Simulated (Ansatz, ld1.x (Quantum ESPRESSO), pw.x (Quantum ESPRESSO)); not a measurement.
## Be (Z = 4): does the TM potential hold in the solid?

beryllium, norm-conserving Troullier–Martins (Kleinman–Bylander form), made with ld1.x (Quantum ESPRESSO) 7.5 (PBE, scalar-relativistic). Core [He], reference 2s2 2p0. Waves: 2p (bound, empty): rc 3.90 bohr; 3d channel at 0.2 Ry: rc 3.40 bohr; 2s (bound): rc 1.30 bohr. Local part: the s channel. Core correction: none.

Atomic tests: cutoffs needed: 25 Ry and 50 Ry (the cutoffs (Ry, on a coarse ladder) from which the occupation-weighted sum of valence levels, in a spherical-Bessel basis at the reference potential, stays within 10 and 1 mRy of its value at 400 Ry); ghost test: no extra level below or beside the all-electron valence levels (p, d, s, f tested) (spherical-Bessel basis up to 400 Ry, 20 bohr box); largest excitation error: -134 meV (all-electron minus pseudo) for 2s0 2p1, out of 5 test configurations.

Crystal test: fcc Be in pw.x 7.5, no spin, 18³ k-points, Fermi–Dirac smearing 0.01 Ry, cutoffs 60/240 Ry. The reference is all-electron LAPW (Ansatz 0.2.0) with the same functional, mesh and smearing; V0 and B0 come from Birch–Murnaghan fits to the pressures at five volumes. Errors are pseudo minus all-electron; Δ is the rms difference of the E(V) curves that follow from these fits, minima aligned, over ±6 % about the mean V0. Mesh and smearing are coarse, so the numbers serve the comparison and aren't converged zero-temperature values; the lattice is a test structure that the element need not adopt.

All-electron: a0 = 3.160 Å (V0 = 7.89 Å³/atom), B0 = 119.0 GPa.

Task: How far does the potential miss the all-electron equation of state?

Result: mean pressure error (GPa): -35.07. The pressure does not cross zero within the volumes sampled, so no fit is given. The largest radius (3.90 bohr) exceeds half the bond length (2.11 bohr), so the spheres overlap, which is one possible source of error among others. This is a poor potential for the solid. The pseudo pressure rises with volume over the whole range, a mechanical instability.

```
V (Å³/atom)  P all-electron (GPa)  P pseudo (GPa)
      7.518                  6.22          -35.55
      7.716                  2.75          -35.36
      7.914                 -0.36          -35.13
      8.112                 -3.15          -34.89
      8.310                 -5.65          -34.62
```

Task: At the middle volume, how do free energy and pressure move when the wave cutoff is lowered (ecutrho kept at four times it)?

Result:

```tsv
cutoff (Ry)	shift of F (meV/atom)	shift of P (GPa)
27	+34.7	-1.13
36	+9.3	-0.76
48	+0.5	+0.06
```

The run at the middle volume (195 k-points, 5 iterations) took about 5.9 s on one core of a shared host (Neoverse-V2, 96 threads, 742 GiB, load 60).
